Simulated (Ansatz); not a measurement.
**Te: band gap under strain**

How does strain move the band edges of Te, database structure, and do the functionals agree on it? States: +0.8 % shear in the xy plane; -5.9 % biaxial strain in x and y, z held.

Program: Ansatz 0.2.0. PAW datasets, plane waves. No spin polarisation and no zero-point or thermal motion.

**1. The cell**

The unstrained cell was relaxed with r2SCAN+rVV10; in each strained cell the atoms were relaxed again with r2SCAN+rVV10. Names of k-points are those of the unstrained zone, where strain can split equivalent points. First state: +0.8 % shear in the xy plane.

The symmetry is P1 (No. 1, triclinic); conventional cell a = 4.457 Å, b = 4.471 Å, c = 5.949 Å, α = 90.0°, β = 90.0°, γ = 119.7°, 34.33 Å³ an atom. Around Te lie 2 Te at 2.85 Å.

The structure in full:

Space group P1 (No. 1). a = 4.457 Å, b = 4.471 Å, c = 5.949 Å, α = 90.00°, β = 90.00°, γ = 119.68°
```
atom  site  symmetry       x       y       z
  Te    1a         1  0.0012  0.7365  0.6669
  Te    1a         1  0.7353  0.0006  0.3332
  Te    1a         1  0.2635  0.2629  0.9999
```

**2. +0.8 % shear in the xy plane: PBE**

The input, input.yaml:

```yaml
crystal:
  lattice:
    - [4.4712576995, 0.0167672164, 0.0]
    - [-2.2211080144, 3.8638391464, 0.0]
    - [0.0, 0.0, 5.9487470455]
  atoms:
    - { symbol: Te, position: [0.2634853628, -0.0011800536, 0.3331192251] }
    - { symbol: Te, position: [-0.0005941957, 0.2646506465, 0.6667630767] }
    - { symbol: Te, position: [0.7371088329, 0.7365294071, 0.0001176982] }
kpoints:
  mp_grid: { grid: [6, 6, 4] }
  band_path:
    path:
      - [0.0, 0.0, 0.0]
      - [0.5, 0.0, 0.0]
      - [0.3333333333, 0.3333333333, 0.0]
      - [0.0, 0.0, 0.5]
      - [0.5, 0.0, 0.5]
      - [0.3333333333, 0.3333333333, 0.5]
      - [0.333333, 0.333333, 0.470052]
    npoints: 1
hamiltonian:
  xc: pbe
scf:
  occupations: { method: fermi_dirac, width: 0.02 }
  n_extra_bands: 4
output:
  forces: true
  stress: true
  eigenvalues: true
```

On the command line:

```bash
$ ansatz run input.yaml --threads 4 --pin off --max-ram 5529MiB --backend cpu --events-out ev --progress --plain --runs-dir out
```

Further steps of the session: +0.8 % shear in the xy plane: r2SCAN; +0.8 % shear in the xy plane: HSE06; -5.9 % biaxial strain in x and y, z held: PBE; -5.9 % biaxial strain in x and y, z held: r2SCAN; -5.9 % biaxial strain in x and y, z held: HSE06.

Q: Predict the outcome of this session.

The runs gave:

Least gap in eV (negative: overlap):

```
                                   state   PBE  r2SCAN  HSE06
            +0.8 % shear in the xy plane  0.15    0.33   0.60
-5.9 % biaxial strain in x and y, z held  0.00    0.07   0.28
```

In PBE the gap is least under -5.9 % biaxial strain in x and y, z held (0.00 eV) and largest under +0.8 % shear in the xy plane (0.15 eV). Under -5.9 % biaxial strain in x and y, z held PBE gives no gap, or under 0.02 eV, while HSE06 has one. Spin-orbit coupling is left out of the table, though the cell holds Te (Z = 52); in an element this heavy it can shift bands and gaps by tenths of an eV.
